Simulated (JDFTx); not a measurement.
## HgSe under changes of volume

One of the cells (28.067 Å³/atom); the others are scaled copies at fixed shape and fractional positions:

```
Hg Se
1.0
     0.00000    3.03900    3.03900
     3.03900    0.00000    3.03900
     3.03900    3.03900    0.00000
Hg Se
1 1
Direct
  0.00000 0.00000 0.00000
  0.75000 0.75000 0.75000
```

```yaml
Program: JDFTx 1.7.0 (patched build)
Functional: PBE
Potentials_or_basis: PseudoDojo-SR-PBE-0.5-standard
Cutoff: 1170 eV
Density_cutoff: 9361 eV
k_mesh: 8 × 8 × 8
Occupations: fermi-dirac, width 0.05 eV
Spin: no spin polarisation
```

```tsv
volume (Å³/atom)	energy over the lowest point (meV/atom)	pressure (GPa)
26.383	102.06	9.3
26.944	72.66	7.5
27.505	48.95	6.0
28.067	30.36	4.6
28.628	?	?
29.189	6.33	2.3
29.751	0.00	1.3
```

**Question.** What does the run at 28.628 Å³/atom give?

**Answer.** Energy over the lowest point 16.31 meV/atom; pressure 3.4 GPa.

Worked out: A Birch-Murnaghan fit of order 3 (a polynomial in V^(-2/3)) to the other rows has its minimum at 30.63 Å³/atom, just outside them, with B0 = V·E''(V) = 43 GPa and B' = 5.1. It gives 16.31 meV/atom at 28.628 Å³/atom, against the run's 16.31, and -dE/dV = 3.4 GPa, against 3.4.

Energies are extrapolated to zero smearing.
